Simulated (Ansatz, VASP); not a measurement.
# Two plane-wave programs on TiCo

```
CELL_PARAMETERS angstrom
2.98611 0.00000 0.00000
0.00000 2.98611 0.00000
0.00000 0.00000 2.98611
ATOMIC_POSITIONS crystal
Ti 0.00000 0.00000 0.00000
Co 0.50000 0.50000 0.50000
```

The cell comes from a database or a generator and needn't be the stable form of this composition.

Alike in both runs: task single point; functional PBE; k mesh 6 × 6 × 6; occupations gaussian, width 0.1 eV; collinear spin.

```csv
,VASP,Ansatz
version,VASP 6.6.1,Ansatz 0.2.0
potentials or method,"VASP PAW PBE potentials, release 64 (Ti_sv, Co)","scalar-relativistic, plane waves, PAW"
plane-wave cutoff (eV),520,420
valence electrons in the cell,21,29
```

VASP gave:

```
gap on the k mesh at the Fermi level (eV)                     : none
pressure (GPa)                                                : -2.2
net moment per atom (μB)                                      : 0.18
size of the moment on the site where the two differ most (μB) : 0.51
```

Question: Estimate Ansatz's values.

Answer: gap on the k mesh at the Fermi level (eV): none; pressure (GPa): -1.9; net moment per atom (μB): 0.20; size of the moment on the site where the two differ most (μB): 0.54.

Site moments also hang on the region over which each program counts them. A gap of «none» marks a metal or a gap that the smearing closes. With one functional, cell and mesh, what is left measures potentials, basis and numerics. The two sets of potentials don't hold the same shells in valence.
